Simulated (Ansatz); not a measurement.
This is a relaxation of cell and atoms with the PAW code Ansatz on TiO₂ on the sites of monoclinic HfO2 (relaxed group P2_1/c); the level of theory is PBEsol. It starts from the PBE minimum.

```yaml
crystal:
  lattice:
    - [4.8549393952, 0.0, -0.0365941286]
    - [0.0, 4.9050346416, 0.0]
    - [-0.87239737, 0.0, 5.0291247768]
  atoms:
    - { symbol: Ti, position: [0.2756493011, 0.4418026285, 0.717469567] }
    - { symbol: Ti, position: [0.7243506989, 0.9418026285, 0.782530433] }
    - { symbol: Ti, position: [0.7243506989, 0.5581973715, 0.282530433] }
    - { symbol: Ti, position: [0.2756493011, 0.0581973715, 0.217469567] }
    - { symbol: O, position: [0.4500470552, 0.7413470857, 0.9558212789] }
    - { symbol: O, position: [0.5499529448, 0.2413470857, 0.5441787211] }
    - { symbol: O, position: [0.5499529448, 0.2586529143, 0.0441787211] }
    - { symbol: O, position: [0.4500470552, 0.7586529143, 0.4558212789] }
    - { symbol: O, position: [0.0606909586, 0.3186429172, 0.3566390028] }
    - { symbol: O, position: [0.9393090414, 0.8186429172, 0.1433609972] }
    - { symbol: O, position: [0.9393090414, 0.6813570828, 0.6433609972] }
    - { symbol: O, position: [0.0606909586, 0.1813570828, 0.8566390028] }
kpoints:
  mp_grid: { grid: [6, 6, 6] }
hamiltonian:
  xc: pbesol
scf:
  occupations: { method: fermi_dirac, width: 0.02 }
relax:
  f_tol: 0.005
  cell: {}
```

Some lines of the output have been replaced by numbered gaps.
```
Functional definition: PBEsol
Crystal: 12 atoms, lattice volume = 119.605 Å³
Basis set: ecut = 420 eV, 2345 PW (Γ)
Bands: 60, of which v1, the nominal top of the filled ones, is band 48 counted from 1 (47 counted from 0)
Symmetry: 4 space group operations
Space group: P21/c (ITA 14)
[1]
preconditioner: auto → Resta (q_TF=auto, 2.630 Å⁻¹)  ε∞=9.0  [insulator: Δε(μ)=2.091 eV  σ=0.020 eV  ℏωp=27.2 eV]
relax step 1: F+E_penalty+E_count = -14399.03876237 eV  max|allowed force component| = 8.534e-2 eV/Å  Δτ_max = 0.0000 Å  P = -7.579 GPa  Ω = 119.605 Å³
--- Relaxed structure (8 steps of the walk, 8 accepted, 2 SCFs on fresh bases) ---
[2]
```

Task: Give the withheld lines. They hold the relaxed structure, the count of irreducible k points.

Result:
```
[1]
k-points: 80 of 216
[2]
  F+E_penalty+E_count = -14399.16090968 eV   max|allowed force component| = 7.781e-4 eV/Å
  cell:  # Å, volume = 114.4729 Å³
    - [4.780454, 0.000000, -0.024845]
    - [0.000000, 4.861356, 0.000000]
    - [-0.847588, 0.000000, 4.930199]
  atoms:
    - { symbol: Ti, position: [0.278610, 0.445038, 0.713572] }
    - { symbol: Ti, position: [0.721390, 0.945038, 0.786428] }
    - { symbol: Ti, position: [0.721390, 0.554962, 0.286428] }
    - { symbol: Ti, position: [0.278610, 0.054962, 0.213572] }
    - { symbol: O, position: [0.443799, 0.741388, 0.969472] }
    - { symbol: O, position: [0.556201, 0.241388, 0.530528] }
    - { symbol: O, position: [0.556201, 0.258612, 0.030528] }
    - { symbol: O, position: [0.443799, 0.758612, 0.469472] }
    - { symbol: O, position: [0.065207, 0.327858, 0.346654] }
    - { symbol: O, position: [0.934793, 0.827858, 0.153346] }
    - { symbol: O, position: [0.934793, 0.672142, 0.653346] }
    - { symbol: O, position: [0.065207, 0.172142, 0.846654] }
```
Only the leading digits can be foreseen; the rest is this run's record.

The walk took 8 steps and changed the volume by -4.3 %. The last SCF, on a fresh basis, lies 10.2 meV an atom below the first. Final cell: the symmetry is P2_1/c (No. 14, monoclinic); conventional cell a = 4.781 Å, b = 4.861 Å, c = 5.003 Å, β = 100.1°, 9.54 Å³ an atom. Ti is surrounded by 7 O at 1.87–2.19 Å; O is surrounded by 4 Ti at 2.00–2.19 Å; O is surrounded by 3 Ti at 1.87–2.02 Å.

Wall time 2.6 min on 1 × NVIDIA H100 80GB HBM3 with 2 threads of AMD EPYC 7R13 Processor (Zen 3) (shared host), load about 3.4 per core; peak host memory 1.4 GiB.

Spin-unpolarised throughout. Whether this structure exists isn't addressed.
